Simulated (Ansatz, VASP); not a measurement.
**Ti4H in VASP and in Ansatz**

```xyz
5
Lattice="2.8679 0.0000 0.0000 0.0000 2.8679 0.0000 0.0000 0.0000 25.0838" Properties=species:S:1:pos:R:3 pbc="T T T"
Ti    1.4340    1.4340    8.5000
Ti    0.0000    0.0000   10.5279
Ti    1.4340    1.4340   12.5621
Ti    0.0000    0.0000   14.5366
H     1.4340    1.4340   14.5944
```

Alike in both runs: functional PBEsol; k mesh 10 × 10 × 1; occupations gaussian, width 0.1 eV; no spin polarisation.

Ansatz relaxed the structure, and its values are those at the end. VASP's run is a single point on that final structure, the one shown.

```csv
,VASP,Ansatz
version,VASP 6.6.1,Ansatz 0.2.0
potentials or method,"VASP PAW PBE potentials, release 64 (Ti_sv, H)","scalar-relativistic, plane waves, PAW"
plane-wave cutoff (eV),520,420
valence electrons in the cell,49,49
```

```csv
,VASP,Ansatz,Ansatz less VASP
gap on the k mesh at the Fermi level (eV),none,none,-
rms of the force components (eV/Å),0.203,0.201,-0.0022
"work function, face that differs most (eV)",4.61,4.62,+0.012
```

A gap of «none» marks a metal or a gap that the smearing closes. The functional is the same, so the differences come from potentials, cutoffs and numerics.

Caveats: the PAW data sets were made with another functional, which shifts forces and pressure a little (VASP).
